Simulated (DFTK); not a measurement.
## AlN under changes of volume

One of the cells (10.451 Å³/atom); the others are scaled copies at fixed shape and fractional positions:

```
CELL_PARAMETERS angstrom
3.11300 0.00000 0.00000
-1.55650 2.69594 0.00000
0.00000 0.00000 4.98100
ATOMIC_POSITIONS crystal
Al 0.66667 0.33333 0.50000
Al 0.33333 0.66667 0.00000
N 0.66667 0.33333 0.88000
N 0.33333 0.66667 0.38000
```

- Program: DFTK 0.8.2
- Functional: PBEsol
- Potentials or basis: dojo.nc.sr.pbesol.v0_4_1.standard.upf (PBEsol)
- Cutoff: 1143 eV
- k mesh: 10 × 10 × 6
- Occupations: fermi-dirac, width 0.05 eV
- Spin: no spin polarisation

```tsv
volume (Å³/atom)	energy over the lowest point (meV/atom)	pressure (GPa)	gap on the mesh (eV)	largest force (eV/Å)
9.824	26.77	14.2	4.69	0.182
10.033	11.62	9.1	4.50	0.164
10.242	2.90	4.4	4.31	0.148
10.451	0.00	0.1	4.14	0.132
10.660	2.38	-3.7	3.96	0.117
10.869	?	?	?	?
11.078	21.03	-10.4	3.64	0.091
```

Problem. What does the run at 10.869 Å³/atom give?

Solution. Energy over the lowest point 9.54 meV/atom; pressure -7.2 GPa; gap on the mesh 3.80 eV; largest force 0.104 eV/Å.

Worked out: A Birch-Murnaghan fit of order 3 (a polynomial in V^(-2/3)) to the other rows has its minimum at 10.46 Å³/atom with B0 = V·E''(V) = 202 GPa and B' = 3.9 at fixed shape and positions, which overstates the stiffness. It gives 9.54 meV/atom at 10.869 Å³/atom, against the run's 9.54, and -dE/dV = -7.2 GPa, against -7.2. A straight line through the other rows of the gap, of slope -8.75 eV per unit of ln V (its deformation potential), gives 3.80 eV, against the run's 3.80.

Energies are extrapolated to zero smearing.

A mesh can miss the band edges.
